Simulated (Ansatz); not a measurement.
Bulk crystal (Si2Ni) after relaxation:

```cif
data_structure
_symmetry_space_group_name_H-M 'Fm-3m'
_symmetry_Int_Tables_number 225
_cell_length_a 5.3914
_cell_length_b 5.3914
_cell_length_c 5.3914
_cell_angle_alpha 90.000
_cell_angle_beta 90.000
_cell_angle_gamma 90.000
_cell_volume 156.71
loop_
_atom_site_label
_atom_site_type_symbol
_atom_site_symmetry_multiplicity
_atom_site_Wyckoff_symbol
_atom_site_fract_x
_atom_site_fract_y
_atom_site_fract_z
_atom_site_occupancy
Si1 Si 8 c 0.25000 0.75000 0.75000 1
Ni1 Ni 4 a 0.00000 0.00000 0.00000 1
```

Miller indices refer to the conventional cell of Fm-3m (No. 225), a = 5.391 Å, b = 5.391 Å, c = 5.391 Å, α = 90.00°, β = 90.00°, γ = 90.00°.

Consider the (100) slab of 11 planes, 13.5 Å thick with 15 Å of vacuum as cut; outer planes Si (top) and Si (bottom), all atoms relaxed.

These are results of Ansatz, DFT PBEsol, scalar-relativistic, plane waves, PAW, not measurements. Cutoff 420 eV; k points 9×9×1 on the computed 17-atom cell (Γ-centred); Gaussian smearing, width 0.10 eV; no spin polarisation. A dipole correction removes the field between periodic images along c.

The slab isn't stoichiometric (Si12Ni5), so its surface energy depends on the chemical potentials; it is given with the excess atoms taken from the element's standard state, a limit at which the compound may itself be unstable, so the figure can be too low.

Question: Estimate the surface energy with the excess atoms taken from the elements.

Answer: 1.50 J/m².

Question: Predict the work function.

Answer: 4.84 eV.

Question: The top two planes lie 1.348 Å apart in the bulk. How does relaxation change this?

Answer: The spacing becomes 1.494 Å (+10.8 %).

Spin polarisation was left out, and a magnetic state may lie lower.